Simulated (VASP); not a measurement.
**From an Ansatz input to VASP: TePb (zincblende)**

Ansatz input

```yaml
crystal:
  lattice:
    - [0.0, 3.6414940559, 3.6414940559]
    - [3.6414940559, 0.0, 3.6414940559]
    - [3.6414940559, 3.6414940559, 0.0]
  atoms:
    - { symbol: Pb, position: [0.0, 0.0, 0.0] }
    - { symbol: Te, position: [0.25, 0.25, 0.25] }
kpoints:
  mp_grid: { grid: [6, 6, 6] }
  band_path:
    path:
      - [[0.0, 0.0, 0.0], [0.5, 0.0, 0.5], [0.5, 0.25, 0.75], [0.375, 0.375, 0.75], [0.0, 0.0, 0.0], [0.5, 0.5, 0.5], [0.625, 0.25, 0.625], [0.5, 0.25, 0.75], [0.5, 0.5, 0.5], [0.375, 0.375, 0.75]]
      - [[0.625, 0.25, 0.625], [0.5, 0.0, 0.5]]
    npoints: 10
hamiltonian:
  xc: pbe
scf:
  occupations: { method: fermi_dirac, width: 0.02 }
  n_extra_bands: 4
output:
  forces: true
  stress: true
  eigenvalues: true
```

Write VASP inputs for this cell and level of theory.



INCAR

```
LWAVE = .FALSE.
NELM = 120
ENCUT = 520
NSW = 0
LASPH = .TRUE.
LCHARG = .FALSE.
NBANDS = 17
IBRION = -1
LREAL = .FALSE.
GGA = PE
EDIFF = 1E-7
ISMEAR = -1
SIGMA = 0.02
ISIF = 2
PREC = Accurate
```

KPOINTS

```
KPOINTS created by Atomic Simulation Environment
0
Gamma
6 6 6
0 0 0
```

KPOINTS_OPT

```
special points
6
Reciprocal
0.0000000000 0.0000000000 0.0000000000 1
0.5000000000 0.0000000000 0.5000000000 1
0.5000000000 0.2500000000 0.7500000000 1
0.3750000000 0.3750000000 0.7500000000 1
0.5000000000 0.5000000000 0.5000000000 1
0.6250000000 0.2500000000 0.6250000000 1
```

POSCAR

```
Pb Te
 1.0000000000000000
     0.0000000000000000    3.6414940559225757    3.6414940559225757
     3.6414940559225757   -0.0000000000000000    3.6414940559225757
     3.6414940559225757    3.6414940559225757   -0.0000000000000000
 Pb  Te
   1   1
Cartesian
 -0.0000000000000000 -0.0000000000000000  0.0000000000000000
  1.8207470279612878  1.8207470279612878  1.8207470279612878
```

VASP ran with the recommended PBE PAW datasets (20 valence electrons in the cell). Other inputs would serve too.

|  | Ansatz | VASP |
| --- | --- | --- |
| gap between bands v and c | 0.59 eV | 0.59 eV |
| least direct gap | 1.19 eV | 1.19 eV |
| pressure | 0.6 GPa | 0.5 GPa |

The two codes use different PAW datasets and cutoffs. VASP's cell holds 20 valence electrons and Ansatz's 30. Ansatz's stress includes a Pulay correction; VASP's doesn't. Ansatz solved a whole band path, VASP its corner points and band edges.
